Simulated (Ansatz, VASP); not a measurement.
# ZnO in two plane-wave programs

Aim: how closely do two programs agree when they are given the same cell, functional and k mesh? The cell is taken from a series of VASP runs on this material, whose earlier steps may have relaxed, scaled or displaced it; both programs get it as it stands.

Calculated with Ansatz 0.2.0; plane waves, with VASP 6.6.1 beside it; relaxation of cell and atoms at LDA.

### Step 1. The starting structure

Symmetry: P6_3mc, No. 186, hexagonal system. Conventional cell: a = 3.196 Å, b = 3.196 Å, c = 5.165 Å, α = 90.00°, β = 90.00°, γ = 120.00°. Zn has 4 O at 1.95 Å nearest. Nearest to O lie 4 Zn at 1.95 Å. Farther neighbours and most contacts between anions are not listed.

### Step 2. VASP: relaxation of cell and atoms, LDA

The relaxed volume is the usual yardstick between codes: its relative difference is about their pressure difference at one cell divided by the bulk modulus.

Lines of VASP's logs that name or quote its potential files are left out, and so is its time.

INCAR reads:

```
SYSTEM = ZnO
PREC = Accurate
ENCUT = 520
EDIFF = 1E-07
NELM = 120
ISMEAR = 0
SIGMA = 0.02
LREAL = .FALSE.
ALGO = Normal
GGA = CA
NBANDS = 24
LASPH = .TRUE.
LORBIT = 11
LWAVE = .FALSE.
LCHARG = .FALSE.
KPAR = 8
IBRION = 2
NSW = 80
ISIF = 3
EDIFFG = -0.005
POTIM = 0.4
```

POSCAR reads:

```
ZnO
1.0
    3.1955583679      0.0000000000      0.0000000000
   -1.5977791839      2.7674347256      0.0000000000
    0.0000000000      0.0000000000      5.1650854953
Zn O
2 2
Direct
    0.3333333333      0.6666666667      0.0017542169
    0.6666666667      0.3333333333      0.5017542169
    0.3333333333      0.6666666667      0.3802457831
    0.6666666667      0.3333333333      0.8802457831
```

KPOINTS reads:

```
Automatic mesh
0
Gamma
9 9 5
0 0 0
```

The projector-augmented-wave data sets are Zn and O (LDA family, release 64).

The run is started by

```
$ mpirun -np 8 vasp_std
```

Numbers of over 12 decimals in the logs are rounded to 6 here.

The log of the run:

```text
[banner, memory and clock lines left out]
running    8 mpi-ranks, on    1 nodes
 distrk:  each k-point on    1 cores,    8 groups
 distr:  one band on    1 cores,    1 groups

 POSCAR found type information on POSCAR ZnO
 POSCAR found :  2 types and       4 ions
|                                                                             |
|           W    W    AA    RRRRR   N    N  II  N    N   GGGG   !!!           |
|           W    W   A  A   R    R  NN   N  II  NN   N  G    G  !!!           |
|           W    W  A    A  R    R  N N  N  II  N N  N  G       !!!           |
|           W WW W  AAAAAA  RRRRR   N  N N  II  N  N N  G  GGG   !            |
|           WW  WW  A    A  R   R   N   NN  II  N   NN  G    G                |
|           W    W  A    A  R    R  N    N  II  N    N   GGGG   !!!           |
|                                                                             |
|     For optimal performance we recommend to set                             |
|       NCORE = 2 up to number-of-cores-per-socket                            |
|     NCORE specifies how many cores store one orbital (NPAR=cpu/NCORE).      |
|     This setting can greatly improve the performance of VASP for DFT.       |
|     The default, NCORE=1 might be grossly inefficient on modern             |
|     multi-core architectures or massively parallel machines. Do your        |
|     Unfortunately you need to use the default for GW and RPA                |
|     calculations (for HF NCORE is supported but not extensively tested      |
|     yet).                                                                   |
|                                                                             |

 LDA part: xc-table for (Slater(with rela. corr.)+CA(PZ))
 , standard interpolation
 POSCAR, INCAR and KPOINTS ok, starting setup
 FFT: planning ... GRIDC
 FFT: planning ... GRID_SOFT
 FFT: planning ... GRID
 WAVECAR not read
 entering main loop
       N       E                     dE             d eps       ncg     rms          rms(c)
DAV:   1     0.278409724810E+03    0.27841E+03   -0.18601E+04  1760   0.223E+03
DAV:   2     0.284590385537E+01   -0.27556E+03   -0.26250E+03  1880   0.423E+02
DAV:   3    -0.238352518829E+02   -0.26681E+02   -0.26480E+02  2008   0.140E+02
DAV:   4    -0.242303319985E+02   -0.39508E+00   -0.39491E+00  1976   0.179E+01
DAV:   5    -0.242328217141E+02   -0.24897E-02   -0.24897E-02  2032   0.135E+00    0.154E+01
DAV:   6    -0.210849175568E+02    0.31479E+01   -0.83217E+00  3000   0.658E+01    0.988E+00
DAV:   7    -0.212196082484E+02   -0.13469E+00   -0.24936E+00  1816   0.175E+01    0.576E+00
DAV:   8    -0.212086220964E+02    0.10986E-01   -0.65157E-01  2320   0.741E+00    0.168E+00
DAV:   9    -0.211562641834E+02    0.52358E-01   -0.12500E-01  2672   0.698E+00    0.334E-01
DAV:  10    -0.211585512964E+02   -0.22871E-02   -0.40054E-02  1752   0.144E+00    0.102E-01
DAV:  11    -0.211584566681E+02    0.94628E-04   -0.66760E-04  2144   0.242E-01    0.232E-02
DAV:  12    -0.211584586659E+02   -0.19979E-05   -0.50738E-05  1952   0.187E-01    0.891E-03
DAV:  13    -0.211584605905E+02   -0.19245E-05   -0.75347E-06  2728   0.796E-02    0.124E-02
DAV:  14    -0.211584583618E+02    0.22286E-05   -0.40887E-06  2256   0.193E-02    0.325E-03
DAV:  15    -0.211584582956E+02    0.66195E-07   -0.69177E-07  1856   0.660E-03
   1 F= -.21158458E+02 E0= -.21158458E+02  d E =-.211585E+02
 curvature:   0.00 expect dE= 0.000E+00 dE for cont linesearch  0.000E+00
 trial: gam= 0.00000 g(F)=  0.213E-06 g(S)=  0.248E-05 ort = 0.000E+00 (trialstep = 0.100E+01)
 search vector abs. value=  0.269E-05
 reached required accuracy - stopping structural energy minimisation
```

Parts of OUTCAR (step 2):

```text
ion  position               nearest neighbor table
   1  0.333  0.667  0.002-   4 1.95   4 1.95   4 1.95   3 1.95
   2  0.667  0.333  0.502-   3 1.95   3 1.95   3 1.95   4 1.95
   3  0.333  0.667  0.380-   2 1.95   2 1.95   2 1.95   1 1.95
   4  0.667  0.333  0.880-   1 1.95   1 1.95   1 1.95   2 1.95

  LATTYP: Found a hexagonal cell.
 ALAT       =     3.1955583679
 C/A-ratio  =     1.6163327033

 Subroutine GETGRP returns: Found 12 space group operations
 (whereof  6 operations were pure point group operations)

The static configuration has the point symmetry C_3v.
 The point group associated with its full space group is C_6v.

 Found     36 irreducible k-points:

   k-points           NKPTS =     36   k-points in BZ     NKDIM =     36   number of bands    NBANDS=     24

   dimension x,y,z NGX =    24 NGY =   24 NGZ =   40
   dimension x,y,z NGXF=    48 NGYF=   48 NGZF=   80

   ENCUT  =  520.0 eV  38.22 Ry    6.18 a.u.   5.94  5.94  9.60*2*pi/ulx,y,z

   NELECT =      36.0000    total number of electrons

 k-points in reciprocal lattice and weights: Automatic mesh
   0.00000000  0.00000000  0.00000000       0.002
   0.11111111  0.00000000  0.00000000       0.015
   0.22222222 -0.00000000  0.00000000       0.015
   0.33333333  0.00000000  0.00000000       0.015
   0.44444444 -0.00000000  0.00000000       0.015
   0.11111111  0.11111111  0.00000000       0.015
   0.22222222  0.11111111  0.00000000       0.030
   0.33333333  0.11111111  0.00000000       0.030
   0.44444444  0.11111111  0.00000000       0.015
[...]
0.33333333  0.22222222  0.40000000       0.059
   0.33333333  0.33333333  0.40000000       0.010

 average (electrostatic) potential at core
       1 -36.7432       2 -36.7432       3 -74.0815       4 -74.0815

 E-fermi :   1.4236

 k-point     1 :       0.0000    0.0000    0.0000
  band No.  band energies     occupation
    ...
     14       0.4232      2.00000
     15       0.4232      2.00000
     16       1.1729      2.00000
     17       1.2753      2.00000
     18       1.2753      2.00000
     19       2.0723      0.00000
     20       6.5398      0.00000
     21       9.4533      0.00000
     22      14.1996      0.00000
     23      14.1996      0.00000
    ...

 k-point     2 :       0.1111    0.0000    0.0000
  band No.  band energies     occupation
    ...
     14      -0.0435      2.00000
     15       0.2483      2.00000
     16       0.5715      2.00000
     17       1.0859      2.00000
     18       1.1815      2.00000
     19       2.9354      0.00000
     20       7.0627      0.00000
     21       9.4380      0.00000
     22      12.9824      0.00000
     23      14.3276      0.00000
    ...

 k-point     3 :       0.2222   -0.0000    0.0000
  band No.  band energies     occupation
    ...
     14      -1.0837      2.00000
     15      -0.2739      2.00000
     16      -0.1938      2.00000
     17       0.8153      2.00000
     18       0.9312      2.00000
     19       4.2187      0.00000
     20       8.1536      0.00000
     21       9.3690      0.00000
     22      11.2630      0.00000
     23      13.2332      0.00000
    ...

  Total        0.0087144      0.0087144      0.0102548      0.0000000     -0.0000000      0.0000000
  in kB        0.3056648      0.3056648      0.3596948      0.0000000     -0.0000000      0.0000000
  external PRESSURE =       0.3236748 kB  Pullay stress =       0.0000000 kB

  energy-cutoff  :      520.00
  volume of cell :       45.68
      direct lattice vectors                 reciprocal lattice vectors
     3.195558368  0.000000000  0.000000000     0.312934356  0.180672735  0.000000000
    -1.597779184  2.767434726  0.000000000     0.000000000  0.361345469  0.000000000
     0.000000000  0.000000000  5.165085495     0.000000000  0.000000000  0.193607637

 POSITION                                       TOTAL-FORCE (eV/Angst)
 -----------------------------------------------------------------------------------
     -0.00000      1.84496      0.00906        -0.000000     -0.000000      0.001174
      1.59778      0.92248      2.59160        -0.000000      0.000000      0.001174
     -0.00000      1.84496      1.96400         0.000000     -0.000000     -0.001174
      1.59778      0.92248      4.54654         0.000000     -0.000000     -0.001174
 -----------------------------------------------------------------------------------
    total drift:                                0.000000      0.000001      0.000464

  FREE ENERGIE OF THE ION-ELECTRON SYSTEM (eV)
  ---------------------------------------------------
  free  energy   TOTEN  =       -21.1584582956 eV

  energy  without entropy=      -21.1584582956  energy(sigma->0) =      -21.15845830

 reached required accuracy - stopping structural energy minimisation

 total charge
# of ion       s       p       d       tot
------------------------------------------
    1        0.479   0.538   9.917  10.934
    2        0.479   0.538   9.917  10.934
    3        1.536   3.458   0.000   4.994
    4        1.536   3.458   0.000   4.994
--------------------------------------------------
tot          4.031   7.993  19.833  31.857

[... 3 further parts left out ...]
```

The run keeps the 12 symmetry operations of its start, so it cannot find a distortion of lower symmetry.

### Step 3. Ansatz: relaxation of cell and atoms, LDA

Ansatz runs on its default PAW (the set named soft_2) files.

The same cell, functional (in two slightly different forms), mesh and smearing now go to Ansatz, which takes its cutoff from its data sets.

input.yaml reads:

```yaml
crystal:
  lattice:
    - [3.1955583679, 0.0, 0.0]
    - [-1.5977791839, 2.7674347256, 0.0]
    - [0.0, 0.0, 5.1650854953]
  atoms:
    - { symbol: Zn, position: [0.3333333333, 0.6666666667, 0.0017542169] }
    - { symbol: Zn, position: [0.6666666667, 0.3333333333, 0.5017542169] }
    - { symbol: O, position: [0.3333333333, 0.6666666667, 0.3802457831] }
    - { symbol: O, position: [0.6666666667, 0.3333333333, 0.8802457831] }
hamiltonian:
  xc: lda
  pseudopotentials: { kind: paw }
kpoints:
  mp_grid: { grid: [9, 9, 5] }
scf:
  occupations: { method: gaussian, width: 0.02 }
relax:
  f_tol: 0.01
  max_steps: 60
  cell: { stress_tol: 0.05 }
output:
  forces: true
  stress: true
```

The run is started by

```
$ ansatz run input.yaml --threads 4 --pin off --max-ram 9216MiB --backend cpu --events-out ev --progress --plain --runs-dir out
```

The log of the run:

```text
Engine: ansatz 0.2.0, aarch64-unknown-linux-gnu
Pseudopotentials: kind: paw
Pseudopotential: Zn, paw, valence charge 12, recommended cutoff 420 eV (normal), Zn.paw.azcp
Pseudopotential: O, paw, valence charge 6, recommended cutoff 420 eV (normal), O.paw.azcp
Functional definition: SPW92
  exchange = slater_x
  correlation = pw_c
Crystal: 4 atoms, lattice volume = 45.677 Å³
Basis set: ecut = 420 eV, 917 PW (Γ)
Bands: 22, of which v1, the nominal top of the filled ones, is band 18 counted from 1 (17 counted from 0)
Symmetry: 12 space group operations
Space group: P63mc (ITA 186), of the structure as read, at distance tolerance 3.6e-5 Å
k-points: 36 of 405 (time reversal used)
Non-local potential: Zn, projectors of the file, l = 0: 2, l = 1: 2, l = 2: 3, l = 3: 1
Non-local potential: O, projectors of the file, l = 0: 2, l = 1: 2, l = 2: 1
PAW form: soft (Blöchl's): semilocal exchange-correlation on the pseudo side does not see the compensation charge
PAW frozen core: Zn, regenerated for the run's functional, and the local potential with it (the file was generated under x = pbe(κ = 0.804, μ = 0.219515), c = pbe(β = 0.066725))
PAW frozen core: O, regenerated for the run's functional, and the local potential with it (the file was generated under x = pbe(κ = 0.804, μ = 0.219515), c = pbe(β = 0.066725))
PAW one-centre angular grid: Zn, 590 points (default); XC on 64 Gauss nodes
PAW one-centre angular grid: O, 110 points (default); XC on 64 Gauss nodes
Initial density: superposition of atomic densities (neutral atoms: chi_scale 0, normalization atom), corrected by the library's trained network
Initial wavefunctions: pseudopotential atomic-orbital guess
Functional: x = slater, c = lda
SCF iter   1: F=—  HF=-7603.973582 eV  |F-HF|=—  |Δ(HF+E_count)|=         —  Δρ=1.85e-2  dr2=1.31e-1  ethr=1.77e-3  ⟨swp⟩=6.1  Hψ=3622  notcnv=0
preconditioner: auto → Resta (q_TF=auto, 2.622 Å⁻¹)  ε∞=7.6  [insulator: Δε(μ)=0.614 eV  Ē_g=12.792 eV  σ=0.020 eV  W_gap=1.00  n_scr=22 (ndim 8)  ℏωp=33.0 eV  f_vac=0.029  D(μ)=0.00/eV (n_scr^D=0)  ε∞_Penn≈7.6]
SCF iter   2: F=—  HF=-7603.939383 eV  |F-HF|=—  |Δ(HF+E_count)|=   3.42e-2  Δρ=3.71e-3  dr2=2.59e-3  ethr=3.63e-4  ⟨swp⟩=3.0  Hψ=1872  notcnv=0
SCF iter   3: F=—  HF=-7603.938662 eV  |F-HF|=—  |Δ(HF+E_count)|=   7.21e-4  Δρ=2.11e-3  dr2=1.12e-3  ethr=7.20e-6  ⟨swp⟩=1.9  Hψ=862  notcnv=0
SCF iter   4: F=—  HF=-7603.938382 eV  |F-HF|=—  |Δ(HF+E_count)|=   2.80e-4  Δρ=7.60e-4  dr2=1.49e-4  ethr=3.10e-6  ⟨swp⟩=2.1  Hψ=1391  notcnv=0
SCF iter   5: F=—  HF=-7603.938293 eV  |F-HF|=—  |Δ(HF+E_count)|=   8.97e-5  Δρ=1.95e-4  dr2=1.29e-5  ethr=4.14e-7  ⟨swp⟩=2.0  Hψ=1367  notcnv=0
SCF iter   6: F=—  HF=-7603.938300 eV  |F-HF|=—  |Δ(HF+E_count)|=   7.16e-6  Δρ=2.56e-5  dr2=2.28e-7  ethr=3.58e-8  ⟨swp⟩=3.0  Hψ=1472  notcnv=0
SCF iter   7: F=-7603.938300 eV  HF=-7603.938300 eV  |F-HF|=1.96e-8  |Δ(HF+E_count)|=   6.69e-8  Δρ=8.54e-6  dr2=3.28e-8  ethr=2.78e-10  ⟨swp⟩=4.4  Hψ=2987  notcnv=0
SCF 1 converged in 7 iterations: F = -7603.938300 eV  dr2 = 3.28e-8
  greatest PAW one-centre occupation: 0.987 electrons in one spin orbital (limit 2), on the Zn atom at site 0 (counted from 0), in its partial waves of l = 2
relax step   1: F+E_penalty+E_count = -7603.93830000 eV  Δ(F+E_penalty+E_count) = +0.000e0 eV  max|allowed force component| = 1.454e-4 eV/Å  Δτ_max = 0.0000 Å  P = -1.244 GPa  Ω = 45.677 Å³  (7 SCF iters, dr2 threshold 1.00e-7 eV, accepted)
[...]
relax step   2: F+E_penalty+E_count = -7603.94038398 eV  Δ(F+E_penalty+E_count) = -2.084e-3 eV  max|allowed force component| = 9.074e-5 eV/Å  Δτ_max = 0.0001 Å  P = -0.589 GPa  Ω = 45.497 Å³  energy of the carried Pulay correction = +1.052e-3 eV  (5 SCF iters, dr2 threshold 4.00e-7 eV, accepted)
[...]
relax step   3: F+E_penalty+E_count = -7603.94161804 eV  Δ(F+E_penalty+E_count) = -1.234e-3 eV  max|allowed force component| = 1.020e-3 eV/Å  Δτ_max = 0.0000 Å  P = +0.006 GPa  Ω = 45.336 Å³  energy of the carried Pulay correction = +1.992e-3 eV  (5 SCF iters, dr2 threshold 4.00e-7 eV, accepted)
[...]
relax step   4: F+E_penalty+E_count = -7603.93963201 eV  Δ(F+E_penalty+E_count) = +1.986e-3 eV  max|allowed force component| = 1.043e-3 eV/Å  Δτ_max = 0.0000 Å  P = -0.055 GPa  Ω = 45.336 Å³  stress off target by 5.78e-2 GPa  SCF on the basis re-selected at this cell (its energy is not comparable with the rows above)  (7 SCF iters)
[...]
relax step   5: F+E_penalty+E_count = -7603.93972258 eV  Δ(F+E_penalty+E_count) = -9.057e-5 eV  max|allowed force component| = 1.033e-3 eV/Å  Δτ_max = 0.0000 Å  P = -0.001 GPa  Ω = 45.321 Å³  energy of the carried Pulay correction = +8.771e-5 eV  (4 SCF iters, dr2 threshold 8.36e-9 eV, accepted)
[...]
relax step   6: F+E_penalty+E_count = -7603.93969602 eV  Δ(F+E_penalty+E_count) = +2.656e-5 eV  max|allowed force component| = 1.031e-3 eV/Å  Δτ_max = 0.0000 Å  P = -0.002 GPa  Ω = 45.321 Å³  stress off target by 2.40e-3 GPa  SCF on the basis re-selected at this cell (its energy is not comparable with the rows above)  (5 SCF iters)
basis re-selected at this cell: Δ(F+E_penalty+E_count) = +2.656e-5 eV, ΔP = -0.001 GPa vs the last step (what re-selecting the basis moved, of the pressure what is left beyond the Pulay correction that the steps carried, after the strain that the cell walked since its last selection, with what the two solves' SCF thresholds leave and, on support functions, any second-order correction that the steps lacked; it is no m [...]
SCF converged after 5 iterations
Free energy (F): -7603.939696 eV
Harris-Foulkes:  -7603.939696 eV  (|F-HF|=9.09e-13)
Internal energy: -7603.939696 eV  (E = F + TS)
E sigma→0 (E₀):  -7603.939696 eV
Fermi energy:    7.936791 eV
--- Per-component energies (eV) ---
  E_band       = 69.739882
  E_kinetic    = 612.158298
  E_local      = -3933.137994  (includes V_loc(G=0)·N_el)
  E_nonlocal   = 1344.267482
  E_hartree    = 1610.491211
  E_xc         = -414.683654
  E_vxc        = -291.892207  (∫ρ·V_xc dr)
  E_paw        = -3814.701993  (= ΣΔE_a)
  E_vpaw       = -882.642543  (= ΣTr[D̂ρ^β])
  E_aug_tail   = 0.004367  (compensation charges beyond the density's cutoff)
  E_ewald      = -3011.645539
  E_core_change = 3.308126  (= ΣΔE_core)
  E_smearing   = -0.000000  (= −TS)
  E_closure    = -0.000000  (closes the sum)
  Σ components = -7603.939696   (vs F -7603.939696, Δ=0.00e0)
--- Forces (eV/Å), atoms counted from 1 ---
  atom   1  Zn    -0.00000000    -0.00000000     0.00101629
  atom   2  Zn    -0.00000000     0.00000000     0.00101629
  atom   3  O      0.00000000     0.00000000    -0.00104625
  atom   4  O      0.00000000    -0.00000000    -0.00104625
  max |Σ_I F_I| component: 5.99e-5 eV/Å
--- Stress (GPa, compression-positive) ---
       -0.002404       0.000000      -0.000000
        0.000000      -0.002404       0.000000
       -0.000000       0.000000      -0.002204
  P = ⅓ Tr σ = -0.0023 GPa (-0.023 kbar)
--- Relaxed structure (4 steps of the walk, 4 accepted, 2 SCFs on fresh bases) ---
  F+E_penalty+E_count = -7603.93969602 eV   max|allowed force component| = 1.031e-3 eV/Å   (the final SCF, on the basis selected at the relaxed cell)
  cell:  # Å, volume = 45.3213 Å³
    - [3.187137, -2.8791451293686194e-11, -3.063462551228437e-19]
    - [-1.593569, 2.760142, 1.531731275590241e-19]
    - [-4.951574707094457e-19, 0, 5.151937]
  atoms:
    - { symbol: Zn, position: [0.333333, 0.666667, 0.00175884] }
    - { symbol: Zn, position: [0.666667, 0.333333, 0.501759] }
    - { symbol: O, position: [0.333333, 0.666667, 0.380241] }
    - { symbol: O, position: [0.666667, 0.333333, 0.880241] }
```

Wall time 5.3 s (4 threads of Arm Neoverse V1, shared host); peak memory 0.37 GiB.

### Step 4. Side by side

Known differences besides the potentials themselves: the two LDA forms differ slightly; both relaxations stop at a tolerance, which leaves soft axes loose, and VASP keeps its plane-wave basis; the cutoff is 420 eV in Ansatz and 520 eV in VASP; VASP's log shows a relativistic correction to its local exchange, Ansatz's none; Ansatz adds a Pulay correction to the stress that steers its cell, VASP none. Total energies have different zeros and are not compared.

The two programs side by side:

```csv
quantity,Ansatz,VASP,difference
volume (Å³),45.32,45.68,-0.78 %
"edge a after relaxation, in the typed setting (Å)",3.187,3.196,-0.27 %
"edge c after relaxation, in the typed setting (Å)",5.152,5.165,-0.26 %
```

The walks stopped with 0.00 GPa left in Ansatz and 0.03 GPa in VASP; each walk ends within a tolerance, so the volume difference is uncertain by about these residues over the bulk modulus, most in soft cells.

### Step 5. Results

```json
{"difference in volume (relaxation of cell and atoms, LDA)": "-0.78 %"}
```

What this shows: The difference in volume is -0.78 % (relaxation of cell and atoms, LDA), within the 1.2 % picked in this series as the mark of a large difference, as far as the stopping tolerances let one tell. How closely two codes agree says nothing of how well the functional describes the real material.

[Lines on the potential files, build, host, timing and source positions are cut from VASP's logs without a mark.]

[Logs are printed without paths, hosts, clocks, repeated set-up lines and the standing remarks that a program may print on its own settings, such as how far it seeks lower states.]

[Hosts, paths, dates, database ids (printed as entryN), source tags and the programs' standing remarks are cut or masked in the printed files.]
